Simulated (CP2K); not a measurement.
# InPd (Pm-3m) in CP2K: equation of state, part 2 of 2

CP2K 2026.2. The steps go on from the part before.

## 5. Single point, PBE, 16.81 Å³/atom (volume scaled by 0.96)

inpd_eos.inp reads:

```
&GLOBAL
  PROJECT inpd_eos
  RUN_TYPE ENERGY_FORCE
  PRINT_LEVEL LOW
&END GLOBAL
&FORCE_EVAL
  METHOD QS
  STRESS_TENSOR ANALYTICAL
  &DFT
    BASIS_SET_FILE_NAME BASIS_MOLOPT_UZH
    POTENTIAL_FILE_NAME POTENTIAL_UZH
    WFN_RESTART_FILE_NAME previous-RESTART.kp
    &MGRID
      CUTOFF 500
      REL_CUTOFF 60
      NGRIDS 4
    &END MGRID
    &QS
      METHOD GPW
      EPS_DEFAULT 1.0E-10
    &END QS
    &KPOINTS
      SCHEME MONKHORST-PACK 8 8 8
      GAMMA_CENTERED T
      SYMMETRY T
      SYMMETRY_BACKEND SPGLIB
    &END KPOINTS
    &SCF
      SCF_GUESS RESTART
      EPS_SCF 1.0E-6
      MAX_SCF 100
      ADDED_MOS 13
      CHOLESKY OFF
      EPS_EIGVAL 1.0E-7
      &DIAGONALIZATION ON
        ALGORITHM STANDARD
      &END DIAGONALIZATION
      &MIXING ON
        METHOD BROYDEN_MIXING
        ALPHA 0.4
        BETA 1.5
        NBUFFER 8
      &END MIXING
      &SMEAR ON
        METHOD FERMI_DIRAC
        ELECTRONIC_TEMPERATURE 580.23
      &END SMEAR
    &END SCF
    &XC
      &XC_FUNCTIONAL PBE
      &END XC_FUNCTIONAL
    &END XC
    &PRINT
      &KPOINTS ON
      &END KPOINTS
      &MULLIKEN ON
      &END MULLIKEN
      &MO ON
        ENERGIES T
        OCCUPATION_NUMBERS T
        &EACH
          QS_SCF 0
        &END EACH
        ADD_LAST NUMERIC
      &END MO
    &END PRINT
  &END DFT
  &SUBSYS
    &CELL
      A 3.2276647001 0.0000000000 0.0000000000
      B 0.0000000000 3.2276647001 0.0000000000
      C 0.0000000000 0.0000000000 3.2276647001
      PERIODIC XYZ
    &END CELL
    &COORD
      SCALED
      In  0.0000000000 0.0000000000 0.0000000000
      Pd  0.5000000000 0.5000000000 0.5000000000
    &END COORD
    &KIND In
      BASIS_SET TZVP-MOLOPT-PBE-GTH-q13
      POTENTIAL GTH-PBE-q13
    &END KIND
    &KIND Pd
      BASIS_SET TZVP-MOLOPT-PBE-GTH-q18
      POTENTIAL GTH-PBE-q18
    &END KIND
    &PRINT
      &ATOMIC_COORDINATES ON
      &END ATOMIC_COORDINATES
      &CELL ON
      &END CELL
    &END PRINT
  &END SUBSYS
  &PRINT
    &FORCES ON
    &END FORCES
    &STRESS_TENSOR ON
    &END STRESS_TENSOR
  &END PRINT
&END FORCE_EVAL
```

Potentials or basis: POTENTIAL_UZH In GTH-PBE-q13, Pd GTH-PBE-q18; TZVP-MOLOPT-PBE-GTH basis.

Started as:

```sh
$ OMP_NUM_THREADS=1 cp2k.psmp -i inpd_eos.inp -o inpd_eos.out
```

inpd_eos.out:

```text

 CP2K| version string:                                       CP2K version 2026.2
 CP2K| Input file name                                              inpd_eos.inp

 GLOBAL| Force Environment number                                              1
 GLOBAL| Basis set file name                                    BASIS_MOLOPT_UZH
 GLOBAL| Potential file name                                       POTENTIAL_UZH
 GLOBAL| MM Potential file name                                     MM_POTENTIAL
 GLOBAL| Coordinate file name                                      __STD_INPUT__
 GLOBAL| Method name                                                        CP2K
 GLOBAL| Project name                                                   inpd_eos
 GLOBAL| Run type                                                   ENERGY_FORCE
 GLOBAL| FFT library                                                       FFTW3
[... 6 lines left out ...]
 GLOBAL| Total number of message passing processes                             1
 GLOBAL| Number of threads for this process                                    1
 GLOBAL| CPU model name                          AMD EPYC 7R43 64-Core Processor

 CELL| Volume [angstrom^3]:                                            33.625228
 CELL| Vector a [angstrom]:       3.228     0.000     0.000   |a| =     3.227665
 CELL| Vector b [angstrom]:       0.000     3.228     0.000   |b| =     3.227665
 CELL| Vector c [angstrom]:       0.000     0.000     3.228   |c| =     3.227665
 CELL| Angle (b,c), alpha [degree]:                                    90.000000
 CELL| Angle (a,c), beta  [degree]:                                    90.000000
 CELL| Angle (a,b), gamma [degree]:                                    90.000000
 CELL| Numerically orthorhombic:                                             YES
 CELL| Periodicity                                                           XYZ

 CELL_REF| Volume [angstrom^3]:                                        33.625228
 CELL_REF| Vector a [angstrom     3.228     0.000     0.000   |a| =     3.227665
 CELL_REF| Vector b [angstrom     0.000     3.228     0.000   |b| =     3.227665
 CELL_REF| Vector c [angstrom     0.000     0.000     3.228   |c| =     3.227665
 CELL_REF| Angle (b,c), alpha [degree]:                                90.000000
 CELL_REF| Angle (a,c), beta  [degree]:                                90.000000
 CELL_REF| Angle (a,b), gamma [degree]:                                90.000000
 CELL_REF| Numerically orthorhombic:                                         YES
 CELL_REF| Periodicity                                                       XYZ

[... 9 lines left out ...]

  Total number of            - Atomic kinds:                                   2
                             - Atoms:                                          2
                             - Shell sets:                                     2
                             - Shells:                                        21
                             - Primitive Cartesian functions:                 13
                             - Cartesian basis functions:                     81
                             - Spherical basis functions:                     69

  Maximum angular momentum of- Orbital basis functions:                        3
                             - Local part of the GTH pseudopotential:          2
                             - Non-local part of the GTH pseudopotential:      4

 MODULE QUICKSTEP: ATOMIC COORDINATES IN ANGSTROM

   Atom Kind Element         X             Y             Z       Z(eff)     Mass
      1    1 In   49      0.000000      0.000000      0.000000  13.0000 114.8180
      2    2 Pd   46      1.613832      1.613832      1.613832  18.0000 106.4200

 SCF PARAMETERS         Density guess:                                   RESTART
                        --------------------------------------------------------
                        max_scf:                                             100
[... 7 lines left out ...]
                        --------------------------------------------------------
                        level_shift [a.u.]:                             0.000000
                        added MOs                                        13    0
[... 24 lines left out ...]
 BRILLOUIN|     1           0.01562       -0.37500       -0.37500       -0.37500
 BRILLOUIN|     2           0.04688       -0.37500       -0.37500       -0.25000
 BRILLOUIN|     3           0.04688       -0.37500       -0.37500       -0.12500
 BRILLOUIN|     4           0.02344       -0.37500       -0.37500        0.00000
 BRILLOUIN|     5           0.02344       -0.37500       -0.37500        0.50000
 BRILLOUIN|     6           0.04688       -0.37500       -0.25000       -0.25000
[... 27 lines left out ...]
 BRILLOUIN|    34           0.00586        0.00000        0.50000        0.50000
 BRILLOUIN|    35           0.00195        0.50000        0.50000        0.50000
 *******************************************************************************

 Extrapolation method: initial_guess

 Number of electrons:                                                         31
 Number of occupied orbitals:                                                 16
 Number of molecular orbitals:                                                29

 Number of orbital functions:                                                 69
 Number of independent orbital functions:                                     69

 SCF WAVEFUNCTION OPTIMIZATION

  Step     Update method      Time    Convergence         Total energy    Change
  ------------------------------------------------------------------------------
     1 NoMix/Diag. 0.40E+00   15.5     0.06516734      -183.0127408309 -1.83E+02
     2 Broy./Diag. 0.40E+00   13.8     0.00476503      -182.9452834818  6.75E-02
     3 Broy./Diag. 0.40E+00   13.8     0.00223433      -182.9969494393 -5.17E-02
     4 Broy./Diag. 0.40E+00   10.8     0.00072838      -183.0137407638 -1.68E-02
     5 Broy./Diag. 0.40E+00    9.3     0.00016656      -183.0081146860  5.63E-03
     6 Broy./Diag. 0.40E+00   11.7     0.00014205      -183.0075421557  5.73E-04
     7 Broy./Diag. 0.40E+00   12.0     0.00003031      -183.0073759196  1.66E-04
     8 Broy./Diag. 0.40E+00   11.2     0.00001625      -183.0073744457  1.47E-06
     9 Broy./Diag. 0.40E+00    9.1     0.00000838      -183.0073705521  3.89E-06
    10 Broy./Diag. 0.40E+00   11.6     0.00000045      -183.0073693229  1.23E-06

  *** SCF run converged in    10 steps ***

  Electronic density on regular grids:        -30.9999991015        0.0000008985
  Core density on regular grids:               30.9999999981       -0.0000000019
  Total charge density on r-space grids:        0.0000008965
  Total charge density g-space grids:           0.0000008965

  Overlap energy of the core charge distribution:               0.00000000000139
  Self energy of the core charge distribution:               -311.12003169062137
  Core Hamiltonian energy:                                     81.43084583792361
  Hartree energy:                                              66.84729496370718
  Exchange-correlation energy:                                -20.16511064412615
  Electronic entropic energy:                                  -0.00036778986383
  Fermi energy:                                                 0.47279142769687

  Total energy:                                              -183.00736932294021
  Total energy (extrapolated to T->0):                       -183.00718542800828

 MO| EIGENVALUES AND OCCUPATION NUMBERS FOR K POINT 1
 MO|
 MO|  Index      Eigenvalue [a.u.]        Eigenvalue [eV]             Occupation
 MO|      1              -2.629462             -71.551298               2.000000
 MO|      2              -1.376080             -37.445043               2.000000
 MO|      3              -1.376078             -37.444990               2.000000
 MO|      4              -1.376078             -37.444990               2.000000
 MO|      5              -0.077724              -2.114964               2.000000
 MO|      6              -0.076459              -2.080550               2.000000
[... 476 lines left out ...]
 MO|     28               1.340855              36.486530               0.000000
 MO|     29               1.448895              39.426440               0.000000
 MO| Sum:                                                              32.000000
 MO| E(Fermi):            0.472791 a.u.         12.865309 eV

 [... the levels of further k-points ...]

 !-----------------------------------------------------------------------------!
                     Mulliken Population Analysis

 #  Atom  Element  Kind  Atomic population                           Net charge
       1     In       1         13.457736                             -0.457736
       2     Pd       2         17.542264                              0.457736
 # Total charge                             31.000000                 -0.000000

 !-----------------------------------------------------------------------------!

 ENERGY| Total FORCE_EVAL ( QS ) energy [hartree]           -183.007370550622909

 FORCES| Atomic forces [hartree/bohr]
 FORCES|   Atom     x               y               z               |f|
 FORCES|      1 -8.30852275E-11 -8.30704745E-11 -8.31949589E-11   1.43962703E-10
 FORCES|      2 -1.38066368E-11 -1.38199836E-11 -1.37281671E-11   2.38763008E-11
 FORCES| Sum    -9.68918643E-11 -9.68904581E-11 -9.69231259E-11
 FORCES| Total atomic force                                       1.67838871E-10

 STRESS| Analytical stress tensor [bar]
 STRESS|                        x                   y                   z
 STRESS|      x        1.15307819707E+05   1.36708775522E-05   1.38841760240E-05
 STRESS|      y        1.36708775522E-05   1.15307819790E+05   1.35544590037E-05
 STRESS|      z        1.38841760240E-05   1.35544590037E-05   1.15307819601E+05
 STRESS| 1/3 Trace                                             1.15307819699E+05
 STRESS| Determinant                                           1.53312046551E+15

 STRESS| Eigenvectors and eigenvalues of the analytical stress tensor [bar]
 STRESS|                        1                   2                   3
 STRESS| Eigenvalues   1.15307819599E+05   1.15307819706E+05   1.15307819793E+05
 STRESS|      x          -0.120905909359      0.981318170771      0.149654297623
 STRESS|      y          -0.061644438597     -0.157891742629      0.985530395675
 STRESS|      z           0.990748062967      0.109931093530      0.079582852445
```

It took 2.6 min on 1 thread of AMD EPYC 7R43 (Zen 3), shared host; peak memory 0.46 GiB.

Results:

```yaml
Free_energy: -4979.8838 eV
Pressure: 11.5 GPa
Band_gap_on_the_k_mesh: none (metal or under the smearing width)
Mulliken_charges: In -0.46; Pd +0.46 e
```

Caveat: Mulliken charges move with the basis; the basis of atomic orbitals isn't converged, which shifts pressures, moduli and gaps.

## 6. Single point, PBE, 18.21 Å³/atom (volume scaled by 1.04)

Changes to inpd_eos.inp since step 5:

```diff
@@ -69,5 +69,5 @@
     &CELL
-      A 3.2276647001 0.0000000000 0.0000000000
-      B 0.0000000000 3.2276647001 0.0000000000
-      C 0.0000000000 0.0000000000 3.2276647001
+      A 3.3149408331 0.0000000000 0.0000000000
+      B 0.0000000000 3.3149408331 0.0000000000
+      C 0.0000000000 0.0000000000 3.3149408331
       PERIODIC XYZ
```

Potentials or basis: POTENTIAL_UZH In GTH-PBE-q13, Pd GTH-PBE-q18; TZVP-MOLOPT-PBE-GTH basis.

Started as:

```sh
$ OMP_NUM_THREADS=1 cp2k.psmp -i inpd_eos.inp -o inpd_eos.out
```

It took 2.4 min on 1 thread of AMD EPYC 7R43 (Zen 3), shared host; peak memory 0.44 GiB.

It converged, with:

```yaml
Free_energy: -4979.9776 eV
Pressure: 0.1 GPa
Band_gap_on_the_k_mesh: none (metal or under the smearing width)
Mulliken_charges: In -0.33; Pd +0.33 e
```

Caveat: Mulliken charges move with the basis; the basis of atomic orbitals isn't converged, which shifts pressures, moduli and gaps.

## 7. Single point, PBE, 16.46 Å³/atom (volume scaled by 0.94)

Changes to inpd_eos.inp since step 6:

```diff
@@ -69,5 +69,5 @@
     &CELL
-      A 3.3149408331 0.0000000000 0.0000000000
-      B 0.0000000000 3.3149408331 0.0000000000
-      C 0.0000000000 0.0000000000 3.3149408331
+      A 3.2050928798 0.0000000000 0.0000000000
+      B 0.0000000000 3.2050928798 0.0000000000
+      C 0.0000000000 0.0000000000 3.2050928798
       PERIODIC XYZ
```

Started as:

```sh
$ OMP_NUM_THREADS=1 cp2k.psmp -i inpd_eos.inp -o inpd_eos.out
```

Wall time 2.5 min (1 thread of AMD EPYC 7R43 (Zen 3), shared host); peak memory 0.46 GiB.

It converged, with:

```
Free energy            : -4979.8251 eV
Pressure               : 15.4 GPa
Band gap on the k mesh : none (metal or under the smearing width)
Mulliken charges       : In -0.49; Pd +0.49 e
```

Caveat: Mulliken charges move with the basis; the basis of atomic orbitals isn't converged, which shifts pressures, moduli and gaps.

## 8. Single point, PBE, 18.56 Å³/atom (volume scaled by 1.06)

Changes to inpd_eos.inp since step 7:

```diff
@@ -69,5 +69,5 @@
     &CELL
-      A 3.2050928798 0.0000000000 0.0000000000
-      B 0.0000000000 3.2050928798 0.0000000000
-      C 0.0000000000 0.0000000000 3.2050928798
+      A 3.3360556752 0.0000000000 0.0000000000
+      B 0.0000000000 3.3360556752 0.0000000000
+      C 0.0000000000 0.0000000000 3.3360556752
       PERIODIC XYZ
```

Started as:

```sh
$ OMP_NUM_THREADS=1 cp2k.psmp -i inpd_eos.inp -o inpd_eos.out
```

Wall time 2.3 min (1 thread of AMD EPYC 7R43 (Zen 3), shared host); peak memory 0.45 GiB.

It converged, with:

- Free energy: -4979.9737 eV
- Pressure: -1.9 GPa
- Band gap on the k mesh: none (metal or under the smearing width)
- Mulliken charges: In -0.30; Pd +0.30 e

Caveat: Mulliken charges move with the basis; the basis of atomic orbitals isn't converged, which shifts pressures, moduli and gaps.

## 9. Equation of state, PBE

Potentials or basis: POTENTIAL_UZH In GTH-PBE-q13, Pd GTH-PBE-q18; TZVP-MOLOPT-PBE-GTH basis.

No new run: the results of the series are fitted here.

What came out:

```
Equilibrium volume                      : 18.24 Å³/atom
Bulk modulus                            : 113 GPa
Pressure derivative of the bulk modulus : 5.5
```

Energy against volume, from the lowest point:
| volume (Å³/atom) | energy (meV/atom) |
| --- | --- |
| 16.462 | 76.27 |
| 16.813 | 46.92 |
| 17.163 | 25.50 |
| 17.513 | 11.07 |
| 17.863 | 2.80 |
| 18.214 | 0.00 |
| 18.564 | 1.98 |

Caveat: the basis of atomic orbitals isn't converged, which shifts pressures, moduli and gaps.
